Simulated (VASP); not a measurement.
# GaSb (F-43m) in VASP: a series of runs, part 2 of 2

VASP 6.6.1. The steps go on from the part before.

## Step 4: Single point, LDA

Input file INCAR:

```
SYSTEM = GaSb
PREC = Accurate ; ENCUT = 520
EDIFF = 1E-6 ; ISMEAR = -1
SIGMA = 0.05 ; LREAL = .False.
LASPH = .True. ; NELM = 60
ALGO = Normal ; ISIF = 2
LWAVE = .False. ; LCHARG = .False.
NBANDS = 16
```

Input file KPOINTS:

```
Automatic mesh
0
Gamma
  8 8 8
  0 0 0
```

Input file POSCAR:

```
GaSb
1.0
    0.0000000000      3.0792588685      3.0792588685
    3.0792588685      0.0000000000      3.0792588685
    3.0792588685      3.0792588685      0.0000000000
Sb Ga
1 1
Direct
    0.7500000000      0.7500000000      0.7500000000
    0.0000000000      0.0000000000      0.0000000000
```

Potentials or basis: VASP PAW LDA potentials, release 64 (Sb, Ga_d).

Run with:

```
$ cat potpaw_LDA.64/Sb/POTCAR potpaw_LDA.64/Ga_d/POTCAR > POTCAR
$ mpirun -np 1 vasp_std > vasp.out
```

OUTCAR:

```text
SYSTEM = GaSb
   PREC = Accurate
   ENCUT = 520
   EDIFF = 1E-6
   ISMEAR = -1
   LREAL = .False.
   LASPH = .True.
   NELM = 60
   ISIF = 2

 ion  position               nearest neighbor table
   1  0.750  0.750  0.750-   2 2.67   2 2.67   2 2.67   2 2.67
   2  0.000  0.000  0.000-   1 2.67   1 2.67   1 2.67   1 2.67

  LATTYP: Found a face centered cubic cell.
 ALAT       =     6.1585177370

  Lattice vectors:

 A1 = (   0.0000000000,   3.0792588685,   3.0792588685)
 A2 = (   3.0792588685,   0.0000000000,   3.0792588685)
 A3 = (   3.0792588685,   3.0792588685,   0.0000000000)

Analysis of symmetry for initial positions (statically):
=====================================================================
 Subroutine PRICEL returns:
 Original cell was already a primitive cell.

 Routine SETGRP: Setting up the symmetry group for a
 face centered cubic supercell.

 Subroutine GETGRP returns: Found 24 space group operations
 (whereof 24 operations were pure point group operations)
 out of a pool of 48 trial point group operations.

The static configuration has the point symmetry T_d .

Analysis of symmetry for dynamics (positions and initial velocities):
=====================================================================
 Subroutine PRICEL returns:
 Original cell was already a primitive cell.

 Routine SETGRP: Setting up the symmetry group for a
 face centered cubic supercell.

 Subroutine GETGRP returns: Found 24 space group operations
 (whereof 24 operations were pure point group operations)
 out of a pool of 48 trial point group operations.

The dynamic configuration has the point symmetry T_d .

 Subroutine INISYM returns: Found 24 space group operations
 (whereof 24 operations are pure point group operations),
 and found     1 'primitive' translations

----------------------------------------------------------------------------------------

                                     Primitive cell

  volume of cell :      58.3941

  direct lattice vectors                    reciprocal lattice vectors
     0.000000000  3.079258869  3.079258869    -0.162376735  0.162376735  0.162376735
     3.079258869  0.000000000  3.079258869     0.162376735 -0.162376735  0.162376735
     3.079258869  3.079258869  0.000000000     0.162376735  0.162376735 -0.162376735

  length of vectors
     4.354729654  4.354729654  4.354729654     0.281244754  0.281244754  0.281244754

  position of ions in fractional coordinates (direct lattice)
     0.750000000  0.750000000  0.750000000
     0.000000000  0.000000000  0.000000000

  ion indices of the primitive-cell ions
   primitive index   ion index
                 1           1
                 2           2

----------------------------------------------------------------------------------------

 KPOINTS: Automatic mesh

Automatic generation of k-mesh.
 Grid dimensions read from file:
 generate k-points for:    8    8    8

 Generating k-lattice:

  Cartesian coordinates                     Fractional coordinates (reciprocal lattice)
    -0.020297092  0.020297092  0.020297092     0.125000000  0.000000000  0.000000000
     0.020297092 -0.020297092  0.020297092     0.000000000  0.125000000  0.000000000
     0.020297092  0.020297092 -0.020297092     0.000000000  0.000000000  0.125000000

  Length of vectors
     0.035155594  0.035155594  0.035155594

  Shift w.r.t. Gamma in fractional coordinates (k-lattice)
     0.000000000  0.000000000  0.000000000

 Subroutine IBZKPT returns following result:
 ===========================================

 Found     29 irreducible k-points:

 Following reciprocal coordinates:
            Coordinates               Weight
  0.000000  0.000000  0.000000      1.000000
  0.125000  0.000000  0.000000      8.000000
  0.250000  0.000000  0.000000      8.000000
  0.375000  0.000000  0.000000      8.000000
  0.500000  0.000000  0.000000      4.000000
  0.125000  0.125000  0.000000      6.000000
[... 16 lines left out ...]
  0.500000  0.250000  0.125000     48.000000
 -0.375000  0.250000  0.125000     24.000000
 [... further k-points ...]
   k-points           NKPTS =     29   k-points in BZ     NKDIM =     29   number of bands    NBANDS=     16
   number of dos      NEDOS =    301   number of ions     NIONS =      2
   total plane-waves  NPLWV =  32768
   dimension x,y,z NGX =    32 NGY =   32 NGZ =   32
   dimension x,y,z NGXF=    64 NGYF=   64 NGZF=   64
   ions per type =               1   1
   NGX,Y,Z   is equivalent  to a cutoff of  12.22, 12.22, 12.22 a.u.
   NGXF,Y,Z  is equivalent  to a cutoff of  24.43, 24.43, 24.43 a.u.
 SYSTEM =  GaSb
   PREC   = accura    normal or accurate (medium, high low for compatibility)
   ISTART =      0    job   : 0-new  1-cont  2-samecut
   ICHARG =      2    charge: 1-file 2-atom 10-const
   ISPIN  =      1    spin polarized calculation?
   LNONCOLLINEAR =      F non collinear calculations
   LSORBIT =      F    spin-orbit coupling
   LASPH  =      T    aspherical Exc in radial PAW
   ENCUT  =  520.0 eV  38.22 Ry    6.18 a.u.   8.10  8.10  8.10*2*pi/ulx,y,z
   NELM   =     60;   NELMIN=  2; NELMDL= -5     # of ELM steps
   EDIFF  = 0.1E-05   stopping-criterion for ELM
   LREAL  =      F    real-space projection
   EDIFFG = 0.1E-04   stopping-criterion for IOM
   NSW    =      0    number of steps for IOM
   IBRION =     -1    ionic relax: 0-MD 1-quasi-New 2-CG
   NFREE  =      0    steps in history (QN), initial steepest desc. (CG)
   ISIF   =      2    stress and relaxation
   ISYM   =      2    0-nonsym 1-usesym 2-fastsym
   POTIM  = 0.5000    time-step for ionic-motion
   TEBEG  =    0.0;   TEEND  =   0.0 temperature during run
   PSTRESS=    0.0 pullay stress
   NELECT =      18.0000    total number of electrons
   NUPDOWN=      -1.0000    fix difference up-down
   EMIN   =  10.00;   EMAX   =-10.00  energy-range for DOS
   EFERMI =   0.00;   METHOD = LEGACY
   ISMEAR =    -1;   SIGMA  =   0.05  broadening in eV -4-tet -1-fermi 0-gaus
   EFERMI_NEDOS =   21; number of points for ismear=-14 and -15
   IALGO  =     38    algorithm
   IMIX   =      4    mixing-type and parameters
     AMIX     =   0.40;   BMIX     =  1.00
     AMIX_MAG =   1.60;   BMIX_MAG =  1.00
  volume/ion in A,a.u.               =      29.20       197.03
  Fermi-wavevector in a.u.,A,eV,Ry     =   1.105884  2.089817 16.639637  1.222979
  Thomas-Fermi vector in A             =   2.242377
   LORBIT       =      0    0 simple, 1 ext, 2 COOP (PROOUT), +10 PAW based schemes
   GGA     = CA    functional components
   LHFCALC =     F    Hartree Fock is set to
   AEXX    =    0.0000 exact exchange contribution
   IVDW    =     0    specifies the selected vdW correction
   LEPSILON=     F    determine dielectric tensor
   LRPA    =     F    only Hartree local field effects (RPA)
 non-spin polarized calculation
  energy-cutoff  :      520.00
  volume of cell :       58.39
 maximum number of plane-waves:      1591
   NGX = 17   NGY = 17   NGZ = 17

 number of electron      17.9999997 magnetization

 Free energy of the ion-electron system (eV)
  ---------------------------------------------------
  ext. energy  EPLUGINS =         0.00000000
  ---------------------------------------------------
  free energy    TOTEN  =        -8.64393555 eV

  energy without entropy =       -8.64339318  energy(sigma->0) =       -8.64366436

 E-fermi :   4.5137     XC(G=0):  -9.3126

 val. band max:        4.4777409262   @ k =   0.0000   0.0000   0.0000
 cond. band min:       4.7336366654   @ k =   0.5000   0.0000   0.0000
 fundamental gap:      0.2558957392
 Fermi energy:         4.5137445017

 k-point     1 :       0.0000    0.0000    0.0000
  band No.  band energies     occupation
      1     -10.6298      2.00000
      2     -10.6298      2.00000
      3     -10.6298      2.00000
      4     -10.5835      2.00000
      5     -10.5835      2.00000
      6      -6.9041      2.00000
[... 8 lines left out ...]
     15      12.9999      0.00000
     16      12.9999      0.00000

 k-point     2 :       0.1250    0.0000    0.0000
  band No.  band energies     occupation
      1     -10.6336      2.00000
      2     -10.6282      2.00000
      3     -10.6282      2.00000
      4     -10.5837      2.00000
      5     -10.5837      2.00000
      6      -6.7484      2.00000
[... 8 lines left out ...]
     15      12.2131      0.00000
     16      12.2131      0.00000
[... 387 lines left out ...]
      5     -10.5827      2.00000
      6      -5.3356      2.00000
[... 8 lines left out ...]
     15      13.0531      0.00000
     16      14.4618      0.00000

 k-point    24 :      -0.3750    0.2500    0.1250
  band No.  band energies     occupation
      1     -10.6596      2.00000
      2     -10.6172      2.00000
      3     -10.6144      2.00000
      4     -10.5863      2.00000
      5     -10.5833      2.00000
      6      -4.9922      2.00000
[... 8 lines left out ...]
     15      13.9729      0.00000
     16      14.4579      0.00000

 [... further k-points ...]
[... 5 lines left out ...]
  --------------------------------------------------------------------------------------
  -------------------------------------------------------------------------------------
  Total       -0.8994320     -0.8994320     -0.8994320     -0.0000000      0.0000000     -0.0000000
  in kB      -24.6780209    -24.6780209    -24.6780209     -0.0000000      0.0000000     -0.0000000
  external PRESSURE =     -24.6780209 kB  Pullay stress =       0.0000000 kB

 VOLUME and BASIS-vectors are now :
 -----------------------------------------------------------------------------
  energy-cutoff  :      520.00
  volume of cell :       58.39
      direct lattice vectors                 reciprocal lattice vectors
     0.000000000  3.079258869  3.079258869    -0.162376735  0.162376735  0.162376735
     3.079258869  0.000000000  3.079258869     0.162376735 -0.162376735  0.162376735
     3.079258869  3.079258869  0.000000000     0.162376735  0.162376735 -0.162376735

 POSITION                                       TOTAL-FORCE (eV/Angst)
 -----------------------------------------------------------------------------------
      4.61889      4.61889      4.61889        -0.000000      0.000000      0.000000
      0.00000      0.00000      0.00000         0.000000     -0.000000     -0.000000
 -----------------------------------------------------------------------------------
    total drift:                               -0.000000     -0.000000     -0.000000

  FREE ENERGIE OF THE ION-ELECTRON SYSTEM (eV)
  ---------------------------------------------------
  free  energy   TOTEN  =        -8.6439355451 eV

  energy  without entropy=       -8.6433931815  energy(sigma->0) =       -8.64366436
```

stdout:

```text
POSCAR found type information on POSCAR SbGa
 POSCAR found :  2 types and       2 ions
 scaLAPACK will be used
 LDA part: xc-table for (Slater(with rela. corr.)+CA(PZ))
 , standard interpolation
 POSCAR, INCAR and KPOINTS ok, starting setup
 FFT: planning ... GRIDC
 FFT: planning ... GRID_SOFT
 FFT: planning ... GRID
 WAVECAR not read
 entering main loop
```

Run time: 12 s. Hardware: 1 thread of Intel Xeon Platinum 8488C (Sapphire Rapids), shared host; peak memory 0.16 GiB.

Results:

```
Free energy            : -8.6439 eV
Pressure               : -2.5 GPa
Band gap on the k mesh : zero (filled and empty bands touch)
```

Levels at points of the mesh, in eV from the Fermi level:
| k point | band 7 | band 8 | band 9 | band 10 | band 11 | band 12 |
| --- | --- | --- | --- | --- | --- | --- |
| (0.00, 0.00, 0.00) | -0.30 | -0.04 | -0.04 | -0.04 | 2.72 | 2.72 |
| (0.50, 0.00, 0.00) | -6.35 | -1.16 | -1.16 | 0.22 | 3.68 | 3.68 |
| (0.50, 0.50, 0.00) | -6.80 | -2.54 | -2.54 | 0.81 | 1.16 | 8.41 |

Caveat: spin-orbit coupling is left out, which moves the levels of the heavy elements.

## Step 5: Single point, PBEsol+D3(BJ)

This run uses another cell than the first one, of 29.77 Å³/atom, 1.020 times its volume.

Input file INCAR:

```
PREC     = Accurate       # precision mode
ENCUT    = 520            # plane-wave cutoff, eV
EDIFF    = 1E-6           # SCF threshold, eV
ISMEAR   = -1             # smearing method
SIGMA    = 0.05           # smearing width, eV
LREAL    = F              # projectors in reciprocal space
LASPH    = T              # aspherical terms in the spheres
NELM     = 80             # most SCF steps
ALGO     = Normal         # electronic algorithm
ISIF     = 2              # what is computed and relaxed
LWAVE    = F              # write WAVECAR
LCHARG   = F              # write CHGCAR
GGA      = PS             # functional
IVDW     = 12             # dispersion correction
NBANDS   = 16             # bands
```

Input file KPOINTS:

```
regular mesh
0
Gamma
  8 8 8
```

Input file POSCAR:

```
GaSb
1.0
    0.0000000000      3.0992546163      3.0992546163
    3.0992546163      0.0000000000      3.0992546163
    3.0992546163      3.0992546163      0.0000000000
Sb Ga
1 1
Direct
    0.7500000000      0.7500000000      0.7500000000
    0.0000000000      0.0000000000      0.0000000000
```

Potentials or basis: VASP PAW PBE potentials, release 64 (Sb, Ga_d).

Run with:

```
$ cat potpaw_PBE.64/Sb/POTCAR potpaw_PBE.64/Ga_d/POTCAR > POTCAR
$ mpirun -np 1 vasp_std > vasp.out
```

OUTCAR:

```text
PREC = Accurate
   ENCUT = 520
   EDIFF = 1E-6
   ISMEAR = -1
   LREAL = F
   LASPH = T
   NELM = 80
   ISIF = 2
   GGA = PS
   IVDW = 12
 IVDW          = 12

 ion  position               nearest neighbor table
   1  0.750  0.750  0.750-   2 2.68   2 2.68   2 2.68   2 2.68
   2  0.000  0.000  0.000-   1 2.68   1 2.68   1 2.68   1 2.68

  LATTYP: Found a face centered cubic cell.
 ALAT       =     6.1985092326

  Lattice vectors:

 A1 = (   0.0000000000,   3.0992546163,   3.0992546163)
 A2 = (   3.0992546163,   0.0000000000,   3.0992546163)
 A3 = (   3.0992546163,   3.0992546163,   0.0000000000)

Analysis of symmetry for initial positions (statically):
=====================================================================
 Subroutine PRICEL returns:
 Original cell was already a primitive cell.

 Routine SETGRP: Setting up the symmetry group for a
 face centered cubic supercell.

 Subroutine GETGRP returns: Found 24 space group operations
 (whereof 24 operations were pure point group operations)
 out of a pool of 48 trial point group operations.

[... 161 lines left out ...]

 E-fermi :   4.3787     XC(G=0):  -9.0963

 val. band max:        4.3412212583   @ k =   0.0000   0.0000   0.0000
 cond. band min:       4.6090491075   @ k =   0.5000   0.0000   0.0000
 fundamental gap:      0.2678278493
 Fermi energy:         4.3786646097

 k-point     1 :       0.0000    0.0000    0.0000
  band No.  band energies     occupation
      1     -10.5848      2.00000
      2     -10.5848      2.00000
      3     -10.5848      2.00000
      4     -10.5403      2.00000
      5     -10.5403      2.00000
      6      -6.8963      2.00000
[... 433 lines left out ...]
      3     -10.5701      2.00000
      4     -10.5429      2.00000
      5     -10.5400      2.00000
      6      -5.0314      2.00000
[... 8 lines left out ...]
     15      13.8212      0.00000
     16      14.2845      0.00000

 [... further k-points ...]

------------------------ aborting loop because EDIFF is reached ----------------------------------------

 Edisp (eV)   -0.62333

 E8    (eV) :    -0.4306

  FORCE on cell =-STRESS in cart. coord.  units (eV):
  Direction    XX          YY          ZZ          XY          YZ          ZX
  --------------------------------------------------------------------------------------
  -------------------------------------------------------------------------------------
  Total      -1.31164    -1.31164    -1.31164     0.00000     0.00000    -0.00000
  in kB     -35.29590   -35.29590   -35.29590     0.00000     0.00000    -0.00000
  external pressure =      -35.30 kB  Pullay stress =        0.00 kB

 VOLUME and BASIS-vectors are now :
 -----------------------------------------------------------------------------
  energy-cutoff  :      520.00
  volume of cell :       59.54
      direct lattice vectors                 reciprocal lattice vectors
     0.000000000  3.099254616  3.099254616    -0.161329114  0.161329114  0.161329114
     3.099254616  0.000000000  3.099254616     0.161329114 -0.161329114  0.161329114
     3.099254616  3.099254616  0.000000000     0.161329114  0.161329114 -0.161329114

 POSITION                                       TOTAL-FORCE (eV/Angst)
 -----------------------------------------------------------------------------------
      4.64888      4.64888      4.64888         0.000000      0.000000      0.000000
      0.00000      0.00000      0.00000        -0.000000     -0.000000     -0.000000
 -----------------------------------------------------------------------------------
    total drift:                               -0.000000     -0.000000     -0.000000

  FREE ENERGIE OF THE ION-ELECTRON SYSTEM (eV)
  ---------------------------------------------------
  free  energy   TOTEN  =        -8.7570886825 eV

  energy  without entropy=       -8.7565507976  energy(sigma->0) =       -8.75681974
```

Run time: 23 s. Hardware: 1 thread of Intel Xeon Platinum 8488C (Sapphire Rapids), shared host; peak memory 0.22 GiB.

What came out:

* Free energy: -8.7571 eV
* Pressure: -3.5 GPa
* Band gap on the k mesh: zero (filled and empty bands touch)
* Dispersion energy per atom: -0.312 eV

Levels at points of the mesh, in eV from the Fermi level:
| k point | band 6 | band 7 | band 8 | band 9 | band 10 | band 11 | band 12 | band 13 |
| --- | --- | --- | --- | --- | --- | --- | --- | --- |
| (0.00, 0.00, 0.00) | -11.27 | -0.32 | -0.04 | -0.04 | -0.04 | 2.73 | 2.73 | 2.73 |
| (0.50, 0.00, 0.00) | -9.74 | -6.24 | -1.13 | -1.13 | 0.23 | 3.68 | 3.68 | 6.30 |
| (0.50, 0.50, 0.00) | -8.97 | -6.69 | -2.49 | -2.49 | 0.84 | 1.19 | 8.37 | 8.37 |

Caveat: the PAW data sets were made with another functional, which shifts forces and pressure a little; spin-orbit coupling is left out, which moves the levels of the heavy elements; pairwise dispersion overbinds metals, which lowers pressure and volume.

## Step 6: Overview

```csv
level,potentials or basis,cell,gap on the mesh (eV),pressure (GPa)
PBEsol+D3(BJ),"VASP PAW PBE potentials, release 64 (Sb, Ga_d)","a = 4.355 Å, angles 60.0°, 2 atoms",none,-2.7
BLYP+D4,"VASP PAW PBE potentials, release 64 (Sb, Ga_d)","a = 4.337 Å, angles 60.0°, 2 atoms",none,0.2
LDA,"VASP PAW LDA potentials, release 64 (Sb, Ga_d)","a = 4.355 Å, angles 60.0°, 2 atoms",none,-2.5
PBEsol+D3(BJ),"VASP PAW PBE potentials, release 64 (Sb, Ga_d)","a = 4.383 Å, angles 60.0°, 2 atoms",none,-3.5
```

Alike in all rows: task single point; no spin polarisation; k mesh 8 × 8 × 8; cutoff (eV) 520; smearing fermi-dirac 0.05 eV.

Caveats: spin-orbit coupling is left out, which moves the levels of the heavy elements; the PAW data sets were made with another functional, which shifts forces and pressure a little (some runs); pairwise dispersion overbinds metals, which lowers pressure and volume (some runs).

Absolute energies hang on the potentials; compare differences alone.

## Step 7: How close it comes

Step 2. Measured gap of GaSb: 0.811 eV (direct; 4.2 K; a printed reference work, data compilation). This calculation gives 0.00 eV (-0.81 eV). Spin-orbit coupling on Ga, Sb is left out. The value is that of PBEsol+D3(BJ) on a finite k mesh, which can miss the band edges, without temperature or zero-point motion. Semilocal functionals fall short of measured gaps as a rule.

Step 3. Against the measured gap of GaSb, 0.811 eV (direct; 4.2 K; a printed reference work, data compilation), the calculated 0.00 eV is off by -0.81 eV. Spin-orbit coupling on Ga, Sb is left out. The value is that of BLYP+D4 on a finite k mesh, which can miss the band edges, without temperature or zero-point motion. Semilocal functionals fall short of measured gaps as a rule.

Step 4. Measured gap of GaSb: 0.811 eV (direct; 4.2 K; a printed reference work, data compilation). This calculation gives 0.00 eV (-0.81 eV). Spin-orbit coupling on Ga, Sb is left out. The value is that of LDA on a finite k mesh, which can miss the band edges, without temperature or zero-point motion. Semilocal functionals fall short of measured gaps as a rule.
